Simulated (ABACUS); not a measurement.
Crystal: Nb.

```xyz
1
Lattice="-1.6640 1.6640 1.6640 1.6640 -1.6640 1.6640 1.6640 1.6640 -1.6640" Properties=species:S:1:pos:R:3 pbc="T T T"
Nb    0.0000    0.0000    0.0000
```

* Program: ABACUS 3.10.1
* Task: relaxation of cell and atoms
* Functional: HLE16
* Potentials or basis: PseudoDojo NC SR 0.4.1 PBE standard
* Cutoff: 1116 eV
* Density cutoff: 4463 eV
* Basis: plane waves
* k mesh: 9 × 9 × 9
* Occupations: fermi-dirac, width 0.05 eV
* Spin: no spin polarisation

At the start: pressure -38.6 GPa; volume 18.43 Å³/atom.

Question: How do energy, volume and symmetry change on relaxing?

Answer: Over 8 steps the energy falls by 622.1 meV/atom and the volume is 14.25 Å³/atom (-22.7 %); space group Im-3m (No. 229, to 0.05 Å).

The path:
| step | energy change (eV) | largest force (eV/Å) | pressure (GPa) | volume (Å³) |
| --- | --- | --- | --- | --- |
| 1 | 0.0000 | 0.0000 | -38.64 | 18.43 |
| 2 | 2.7963 | 0.0000 | 293.63 | 8.67 |
| 3 | -0.6062 | 0.0000 | -8.81 | 14.81 |
| 4 | -0.6198 | 0.0000 | -3.46 | 14.46 |
| 5 | -0.6207 | 0.0000 | -2.79 | 14.42 |
| 6 | -0.6220 | 0.0000 | -0.71 | 14.29 |
| 7 | -0.6221 | 0.0000 | -0.30 | 14.27 |
| 8 | -0.6221 | 0.0000 | 0.01 | 14.25 |

Final structure:
```yaml
crystal:
  lattice:
    - [-1.52739, 1.52739, 1.52739]
    - [1.52739, -1.52739, 1.52739]
    - [1.52739, 1.52739, -1.52739]
  atoms:
    - { symbol: Nb, position: [0.00000, 0.00000, 0.00000] }
```

Caveat: the volume moved by over 15 % at a fixed basis, so the end points are rough; the potentials were made for a functional far from this one; the potentials were made for another functional, which shifts forces and pressure; the volume moved by -23 % from the deposited cell, more than functionals usually miss.
